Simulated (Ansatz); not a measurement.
## NaCl, response to strain

Consider NaCl in the rock salt structure (space group Fm-3m, No. 225; a = 5.6015 Å). Axes: x, y, z lie along the cube axes.

Strains are applied to the cell and any free atomic positions relax; under biaxial strain the out-of-plane vector relaxes too.

Calculations: PBEsol/PAW in Ansatz (a first-principles code), without spin-orbit coupling.

Notes on the quantities. pressure: mean of the normal stresses, compression positive.

```csv
case,out-of-plane strain,electron mass,band gap,pressure
base,–,0.39 mₑ (at Γ),5.01 eV,0.01 GPa
"biaxial strain −2.50 %, plane normal [111], relaxed out of plane",+2.13 %,"0.37 mₑ out of plane, 0.39 mₑ in plane (at Γ)",5.04 eV,0.82 GPa
"biaxial strain −2.08 %, plane normal [111], relaxed out of plane",+1.77 %,–,5.04 eV,0.67 GPa
"biaxial strain −1.67 %, plane normal [111], relaxed out of plane",+1.43 %,0.39 mₑ (at Γ),5.04 eV,0.53 GPa
"biaxial strain −0.42 %, plane normal [111], relaxed out of plane",+0.38 %,0.39 mₑ (at Γ),5.02 eV,0.13 GPa
"biaxial strain +0.42 %, plane normal [111], relaxed out of plane",-0.34 %,0.39 mₑ (at Γ),4.97 eV,-0.12 GPa
"biaxial strain +0.83 %, plane normal [111], relaxed out of plane",-0.69 %,0.39 mₑ (at Γ),4.94 eV,-0.24 GPa
"biaxial strain +1.67 %, plane normal [111], relaxed out of plane",(withheld),0.39 mₑ (at Γ),(withheld),(withheld)
"biaxial strain +2.08 %, plane normal [111], relaxed out of plane",-1.77 %,0.39 mₑ (at Γ),4.83 eV,-0.57 GPa
"biaxial strain +2.50 %, plane normal [111], relaxed out of plane",-2.13 %,0.39 mₑ (at Γ),4.79 eV,-0.68 GPa
```

### Question
Some entries are withheld; estimate them.

### Answer

- biaxial strain +1.67 %, plane normal [111], relaxed out of plane, out-of-plane strain: -1.41 %
- biaxial strain +1.67 %, plane normal [111], relaxed out of plane, band gap: 4.86 eV
- biaxial strain +1.67 %, plane normal [111], relaxed out of plane, pressure: -0.46 GPa

Effective masses come from finite differences of ±0.01 Å⁻¹. No phonon test of stability was made.
